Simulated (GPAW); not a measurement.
# AgCl (Chlorargyrite) (Fm-3m) in GPAW: settings compared

The runs below take AgCl (Chlorargyrite) through equation of state, band structure, with PBE+D4, PBEsol, PBE+D3(BJ), LDA+U.

Program: GPAW 26.7.0. These are calculated values, not measurements. Logs are shortened: lines on timing, memory, paths and dates and some standing lists are left out, and cuts for length are marked. The log counts tension as positive stress, the text compression.

**What was measured.**

A printed reference work, data compilation reports, for a bulk crystal of AgCl: band gap 3.249 eV (indirect).

The runs below are set against these values where they give the same quantity.

### 1 Starting point

Symmetry: Fm-3m, No. 225, cubic system. Conventional cell: a = 5.470 Å, b = 5.470 Å, c = 5.470 Å, α = 90.00°, β = 90.00°, γ = 90.00°. Ag (site symmetry m-3m) has 6 Cl at 2.73 Å as nearest neighbours. Cl (site symmetry m-3m) has 6 Ag at 2.73 Å as nearest neighbours.

### 2 Equation of state, PBE+D4

File run.py:

```python
from ase.calculators.mixing import SumCalculator
from ase.eos import EquationOfState
from ase.io import Trajectory, read
from ase.units import GPa
from dftd4.ase import DFTD4
from gpaw import GPAW, PW

atoms = read('AgCl.xyz')

traj = Trajectory('eos.traj', 'w')
volumes, energies = [], []
for x in [0.94, 0.96, 0.98, 1.0, 1.02, 1.04, 1.06]:
    a = atoms.copy()
    a.set_cell(atoms.cell * x**(1 / 3), scale_atoms=True)
    calc = GPAW(mode=PW(600),
                xc='PBE',
                kpts={'size': (7, 7, 7), 'gamma': True},
                occupations={'name': 'fermi-dirac', 'width': 0.05},
                nbands=23,
                convergence={'density': 1e-05, 'energy': 1e-05},
                maxiter=150,
                txt=f'eos-{x:.2f}.txt')
    a.calc = SumCalculator([calc, DFTD4(method='pbe')])
    energies.append(a.get_potential_energy())
    volumes.append(a.get_volume())
    p = -a.get_stress()[:3].mean() / GPa
    calc.write(f'eos-{x:.2f}.gpw')
    traj.write(a)
    print(f'{x:.2f} {volumes[-1]:10.4f} A^3 {energies[-1]:14.6f} eV {p:9.3f} GPa', flush=True)

v0, e0, B = EquationOfState(volumes, energies, eos='birchmurnaghan').fit()
print(f'V0 = {v0:.4f} A^3, E0 = {e0:.6f} eV, B0 = {B / GPa:.2f} GPa')
```

File AgCl.xyz:

```xyz
2
Lattice="0.0000000000 2.7350000000 2.7350000000 2.7350000000 0.0000000000 2.7350000000 2.7350000000 2.7350000000 0.0000000000" Properties=species:S:1:pos:R:3 pbc="T T T"
Ag     0.0000000000      0.0000000000      0.0000000000
Cl     2.7350000000      2.7350000000      2.7350000000
```

Potentials or basis: GPAW PAW data sets (gpaw-data 1.2.1), pw.

Started as:

```bash
OMP_NUM_THREADS=1 python run.py
```

The program printed:

```text
__  _  _
 | _ |_)|_||  |
 |__||  | ||/\| - 26.7.0

Input parameters:
  mode=PW(ecut=600.0),
  convergence={'density': 1e-05, 'energy': 1e-05},
  kpts=MonkhorstPack(size=(7, 7, 7), gamma=True),
  maxiter=150,
  nbands=23,
  occupations=Occupations(name='fermi-dirac', width=0.05),
  xc=XC(name='PBE')

Diagonalizing LCAO Hamiltonian
Converting LCAO to pw mode

               Cl

       Ag

Atoms  # Å, Bohr magnetons
|   | symbol |        x |        y |        z |    initial magnetic moments |
|---|--------|----------|----------|----------|-----------------------------|
| 0 |     Ag | 0.000000 | 0.000000 | 0.000000 | ( 0.0000,  0.0000,  0.0000) |
| 1 |     Cl | 2.679168 | 2.679168 | 2.679168 | ( 0.0000,  0.0000,  0.0000) |

Unit cell  # Å
| periodic |        x |        y |        z |  lengths |    angles |
|----------|----------|----------|----------|----------|-----------|
|      yes | 0.000000 | 2.679168 | 2.679168 | 3.788916 | 60.000000 |
|      yes | 2.679168 | 0.000000 | 2.679168 | 3.788916 | 60.000000 |
|      yes | 2.679168 | 2.679168 | 0.000000 | 3.788916 | 60.000000 |

Number of symmetries: 48
Symmetry operations  # r_c * U_cc + t_c -> r_c
|    | kind |            matrix            |
|----|------|------------------------------|
|  0 |  σ   |  1, 0, 0,  1, 0,-1,  1,-1, 0 |
|  1 |  C2  |  1, 0, 0,  1,-1, 0,  1, 0,-1 |
|  2 |  E   |  1, 0, 0,  0, 1, 0,  0, 0, 1 |
|  3 |  σ   |  1, 0, 0,  0, 0, 1,  0, 1, 0 |
|  4 |  C4  |  1, 0,-1,  1, 0, 0,  1,-1, 0 |
|  5 |  S6  |  1, 0,-1,  1,-1, 0,  1, 0, 0 |
|  6 |  σ   |  1, 0,-1,  0, 1,-1,  0, 0,-1 |
|  7 |  C3  |  1, 0,-1,  0, 0,-1,  0, 1,-1 |
|  8 |  S6  |  1,-1, 0,  1, 0, 0,  1, 0,-1 |
|  9 |  C4  |  1,-1, 0,  1, 0,-1,  1, 0, 0 |
| 10 |  C3  |  1,-1, 0,  0,-1, 1,  0,-1, 0 |
| 11 |  σ   |  1,-1, 0,  0,-1, 0,  0,-1, 1 |
| 12 |  σ   |  0, 1, 0,  1, 0, 0,  0, 0, 1 |
| 13 |  C4  |  0, 1, 0,  0, 1,-1, -1, 1, 0 |
| 14 |  C3  |  0, 1, 0,  0, 0, 1,  1, 0, 0 |
| 15 |  S6  |  0, 1, 0, -1, 1, 0,  0, 1,-1 |
| 16 |  C2  |  0, 1,-1,  1, 0,-1,  0, 0,-1 |
| 17 |  σ   |  0, 1,-1,  0, 1, 0, -1, 1, 0 |
| 18 |  S4  |  0, 1,-1,  0, 0,-1,  1, 0,-1 |
| 19 |  C4  |  0, 1,-1, -1, 1, 0,  0, 1, 0 |
| 20 |  C3  |  0, 0, 1,  1, 0, 0,  0, 1, 0 |
| 21 |  σ   |  0, 0, 1,  0, 1, 0,  1, 0, 0 |
| 22 |  S6  |  0, 0, 1,  0,-1, 1, -1, 0, 1 |
| 23 |  C4  |  0, 0, 1, -1, 0, 1,  0,-1, 1 |
| 24 |  S4  |  0, 0,-1,  1, 0,-1,  0, 1,-1 |
| 25 |  C3  |  0, 0,-1,  0, 1,-1,  1, 0,-1 |
| 26 |  C2  |  0, 0,-1,  0,-1, 0, -1, 0, 0 |
| 27 |  S6  |  0, 0,-1, -1, 0, 0,  0,-1, 0 |
| 28 |  S4  |  0,-1, 1,  1,-1, 0,  0,-1, 0 |
| 29 |  C4  |  0,-1, 1,  0, 0, 1, -1, 0, 1 |
| 30 |  C2  |  0,-1, 1,  0,-1, 0,  1,-1, 0 |
| 31 |  σ   |  0,-1, 1, -1, 0, 1,  0, 0, 1 |
| 32 |  C3  |  0,-1, 0,  1,-1, 0,  0,-1, 1 |
| 33 |  S6  |  0,-1, 0,  0, 0,-1, -1, 0, 0 |
| 34 |  S4  |  0,-1, 0,  0,-1, 1,  1,-1, 0 |
| 35 |  C2  |  0,-1, 0, -1, 0, 0,  0, 0,-1 |
| 36 |  C2  | -1, 1, 0,  0, 1, 0,  0, 1,-1 |
| 37 |  S6  | -1, 1, 0,  0, 1,-1,  0, 1, 0 |
| 38 |  S4  | -1, 1, 0, -1, 0, 1, -1, 0, 0 |
| 39 |  C3  | -1, 1, 0, -1, 0, 0, -1, 0, 1 |
| 40 |  S6  | -1, 0, 1,  0, 0, 1,  0,-1, 1 |
| 41 |  C2  | -1, 0, 1,  0,-1, 1,  0, 0, 1 |
| 42 |  C3  | -1, 0, 1, -1, 1, 0, -1, 0, 0 |
| 43 |  S4  | -1, 0, 1, -1, 0, 0, -1, 1, 0 |
| 44 |  C2  | -1, 0, 0,  0, 0,-1,  0,-1, 0 |
| 45 |  i   | -1, 0, 0,  0,-1, 0,  0, 0,-1 |
| 46 |  σ   | -1, 0, 0, -1, 1, 0, -1, 0, 1 |
| 47 |  C2  | -1, 0, 0, -1, 0, 1, -1, 1, 0 |

BZ-sampling:
  Number of BZ points: 343
  Number of IBZ points: 20

  Monkhorst-Pack size: [7, 7, 7]
  Monkhorst-Pack shift: [0, 0, 0]

K-points  # in reciprocal-cell coordinates
|     |                                coordinates |     weight |
|-----|--------------------------------------------|------------|
|   0 | (  0.00000000,   0.00000000,   0.00000000) | 0.00291545 |
|   1 | (  0.14285714,   0.14285714,   0.00000000) | 0.01749271 |
|   2 | (  0.14285714,   0.14285714,   0.14285714) | 0.02332362 |
|   3 | (  0.28571429,   0.14285714,   0.14285714) | 0.03498542 |
|   4 | (  0.28571429,   0.28571429,   0.00000000) | 0.01749271 |
|   5 | (  0.28571429,   0.28571429,   0.14285714) | 0.06997085 |
|   6 | (  0.28571429,   0.28571429,   0.28571429) | 0.02332362 |
|   7 | (  0.42857143,  -0.28571429,  -0.28571429) | 0.03498542 |
|   8 | (  0.42857143,   0.28571429,  -0.42857143) | 0.13994169 |
|   9 | (  0.42857143,   0.28571429,  -0.28571429) | 0.06997085 |
| ... |                                            |            |
|  19 | (  0.42857143,   0.42857143,   0.42857143) | 0.02332362 |

Plane wave coefficients: 1308
Cutoff: 600.0 eV

Spin-components: 1 (collinear spins)
Bands:           23
Projectors:      11
Spin-degeneracy: 2
Datatype:        complex128

Parallelization:
  kpt:    1
  domain: 1
  band:   1

Density:
  Valence electrons: 24.0
  Components: 1
  Grid points: [24 24 24]
  Charge: 0.0  # |e|

Potential:
  Grid points: [24 24 24]

species:
  Ag:
    name:    Silver
    Z:       47.0
    valence: 17
    core:    30
    charge:  0.0  # [|e|]
    compensation charges:
      type: gauss
      rc: 0.40  # [Å]
      lmax: 2
    cutoffs:
      filter: 2.35  # [Å]
      core: 2.19  # [Å]
    projectors
    | kind |    occ | energy [eV] | rcut [Å] |
    |------|--------|-------------|----------|
    |   5s |  1.000 |      -4.401 |    1.286 |
    |   4p |  6.000 |     -58.577 |    1.328 |
    |   5p |  0.000 |      -0.738 |    1.328 |
    |   4d | 10.000 |      -7.446 |    1.180 |
    |    s |        |      22.811 |    1.286 |
    |    d |        |      19.766 |    1.180 |

    Using partial waves for Ag as LCAO basis

  Cl:
    name:    Chlorine
    Z:       17.0
    valence: 7
    core:    10
    charge:  0.0  # [|e|]
    compensation charges:
      type: gauss
      rc: 0.25  # [Å]
      lmax: 2
    cutoffs:
      filter: 1.40  # [Å]
      core: 1.49  # [Å]
    projectors
    | kind |    occ | energy [eV] | rcut [Å] |
    |------|--------|-------------|----------|
    |   3s |  2.000 |     -20.689 |    0.794 |
    |   3p |  5.000 |      -8.594 |    0.794 |
    |    s |        |       6.523 |    0.794 |
    |    p |        |      18.617 |    0.794 |
    |    d |        |       0.000 |    0.794 |

    Using partial waves for Cl as LCAO basis

Reference energy: -157152.775749  # eV

eigensolver:
  PPCG
  Converge bands: occupied
  niter=2

density mixing:
  MSR1-Mixer
  Pratt-step length: 0.05
  Maximum mixing coefficient: 0.75
  Old densities: 10
  SVD Regularization: 0.005
  Good broyden scale: 1.0
  Trust region scale: 1.0
  Backstep threshold: 4.0
  History deletion threshold: 6.0
  Fourier metric: weight=20.0, sigma=0.015

occupation numbers:
  Fermi-Dirac:
    width: 0.0500  # eV

poisson solver:
  ecut: 4800.0  # eV

xc functional:
  name: PBE with 2 nearest neighbor stencil

convergence criteria:
- Maximum integral of absolute [dens]ity change: 1e-05 electrons / valence electron
- Maximum [total energy] change in last 3 cyles: 1e-05 eV / valence electron
- Maximum integral of absolute [eigenst]ate change: 4e-08 eV^2 / valence electron
maximum number of iterations: 150

SCF iterations
|iter     | |      energy | eigst |  dens |
|---------|-|-------------|-------|-------|
|iter:   1| |   -5.515774 | -0.44 |       |
|iter:   2| |   -5.487958 | -2.28 | -1.55 |
|iter:   3| |   -5.372004 | -2.41 | -1.59 |
|iter:   4| |   -5.371184 | -3.96 | -2.09 |
|iter:   5| |   -5.371038 | -4.49 | -2.52 |
|iter:   6| |   -5.371068c| -5.59 | -3.09 |
|iter:   7| |   -5.371072c| -7.03 | -3.79 |
|iter:   8| |   -5.371072c| -8.34c| -4.60 |
|iter:   9| |   -5.371072c| -9.11c| -5.47c|

Converged in 9 steps
Energy contributions relative to reference atoms: (reference = -157152.775749)

Energy contributions:
  Kinetic:          16.831401
  Coulomb:         -15.126275
  Zero:              0.051959
  External:          0.000000
  Xc:               -7.128156
  Entropy:          -0.000002
  Spinorbit:         0.000000
  ----------------------------
  Free energy:      -5.371073
  Extrapolated:     -5.371072

dipole moment: (-16.346144, -16.346144, -16.346144)  # |e|*Ang

Fermi level: 5.934
Eigenvalues  # (at kpt = [0.000, 0.000, 0.000])
| band index |      eig [eV] | occ [0-2] |
|------------|---------------|-----------|
|          0 |       -48.174 |     2.000 |
|        ... |               |           |
|          4 |         2.533 |     2.000 |
|          5 |         2.533 |     2.000 |
|          6 |         2.533 |     2.000 |
|          7 |         2.583 |     2.000 |
|          8 |         2.583 |     2.000 |
|          9 |         2.657 |     2.000 |
[... 8 lines left out ...]
|         18 |        19.109 |     0.000 |
|         19 |        19.444 |     0.000 |
|        ... |               |           |
|         22 |        26.542 |     0.000 |

Gap: 0.978 eV
Transition (v -> c):
  (s=0, k=19, n=11, [0.43, 0.43, 0.43]) -> (s=0, k=0, n=12, [0.00, 0.00, 0.00])
Direct/indirect transitions are different
Direct gap: 3.604 eV
Transition at: (s=0, k=2, n=11, [0.14, 0.14, 0.14])

Stress tensor  # eV/Ang^3
|         x |         y |         z |
|-----------|-----------|-----------|
| -0.052832 | -0.000000 |  0.000000 |
| -0.000000 | -0.052832 |  0.000000 |
|  0.000000 |  0.000000 | -0.052832 |

# Writing to eos-0.94.gpw (mode='')
```

Wall time 80 s (1 thread of Arm Neoverse V2, shared host); peak memory 0.26 GiB.

What came out:

| Item | Value |
| --- | --- |
| Equilibrium volume | 21.04 Å³/atom |
| Bulk modulus | 50 GPa |
| Pressure derivative of the bulk modulus | 5.3 |

Energy against volume, from the lowest point:
```tsv
volume (Å³/atom)	energy (meV/atom)
19.231	28.87
19.640	16.43
20.049	7.79
20.458	2.42
20.868	0.00
21.277	0.17
21.686	2.66
```

Zero-point motion and thermal expansion aren't in these numbers.

(Part 1 of 2 ends here.)
